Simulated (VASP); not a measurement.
A run of VASP 6.6.1:

Contents of INCAR:

```
SYSTEM = ZnS
PREC     = Accurate       ! precision mode
ENCUT    = 600            ! plane-wave cutoff, eV
EDIFF    = 1E-7           ! SCF threshold, eV
ISMEAR   = -1             ! smearing method
SIGMA    = 0.05           ! smearing width, eV
LREAL    = .False.        ! projectors in reciprocal space
LASPH    = .True.         ! aspherical terms in the spheres
NELM     = 100            ! most SCF steps
ALGO     = Normal         ! electronic algorithm
ISIF     = 3              ! what is computed and relaxed
LWAVE    = .False.        ! write WAVECAR
LCHARG   = .False.        ! write CHGCAR
GGA      = RE             ! functional
LUSE_VDW = .True.       
AGGAC    = 0.0          
IBRION   = 2              ! ionic algorithm
NSW      = 40             ! ionic steps
EDIFFG   = -0.01          ! ionic threshold
```

File KPOINTS:

```
regular mesh
0
Gamma
  8 8 5
  0 0 0
```

POSCAR

```
ZnS
1.0
    3.8110000000      0.0000000000      0.0000000000
   -1.9055000000      3.3004228138      0.0000000000
    0.0000000000      0.0000000000      6.2340000000
Zn S
2 2
Direct
    0.6666666667      0.3333333333      0.5000000000
    0.3333333333      0.6666666667      0.0000000000
    0.6666666667      0.3333333333      0.8850000000
    0.3333333333      0.6666666667      0.3850000000
```

Potentials or basis: VASP PAW PBE potentials, release 64 (Zn, S).

Launch:

```bash
$ cat potpaw_PBE.64/Zn/POTCAR potpaw_PBE.64/S/POTCAR > POTCAR
$ mpirun -np 1 vasp_std > vasp.out
```

Hardware: 1 thread of AMD EPYC 7R43 64-Core Processor (Zen 3), with other jobs on the host.

Estimate the wall time of this run.

It took 18 min on 1 thread of AMD EPYC 7R43 64-Core Processor (Zen 3), with other jobs on the host, peak memory 0.44 GiB. Counts: scf iterations 84, k points 30, ion steps 9.
